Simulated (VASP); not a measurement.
**Sb under changes of volume**

One of the cells (28.436 Å³/atom); the others are scaled copies at fixed shape and fractional positions:

```
CELL_PARAMETERS angstrom
3.05227 0.00000 0.00000
0.00000 3.05227 0.00000
0.00000 0.00000 3.05227
ATOMIC_POSITIONS crystal
Sb 0.00000 0.00000 0.00000
```

This isn't the form of Sb at room conditions, which is rhombohedral.

| Property | Result |
| --- | --- |
| Program | VASP 6.6.1 |
| Functional | LDA |
| Potentials or basis | VASP PAW LDA potentials, release 64 (Sb) |
| Cutoff | 520 eV |
| k mesh | 8 × 8 × 8 |
| Occupations | fermi-dirac, width 0.05 eV |
| Spin | no spin polarisation |

```csv
volume (Å³/atom),energy over the lowest point (meV/atom),pressure (GPa)
27.299,?,?
27.867,2.61,1.4
28.436,0.00,0.0
29.005,2.31,-1.3
29.573,9.01,-2.5
```

Q: What does the run at 27.299 Å³/atom give?

A: Energy over the lowest point 10.64 meV/atom; pressure 3.0 GPa.

Worked out: A Birch-Murnaghan fit of order 2 (a polynomial in V^(-2/3)) to the other rows has its minimum at 28.44 Å³/atom with B0 = V·E''(V) = 69 GPa. It gives 10.60 meV/atom at 27.299 Å³/atom, against the run's 10.64, and -dE/dV = 3.1 GPa, against 3.0.

Energies are extrapolated to zero smearing.
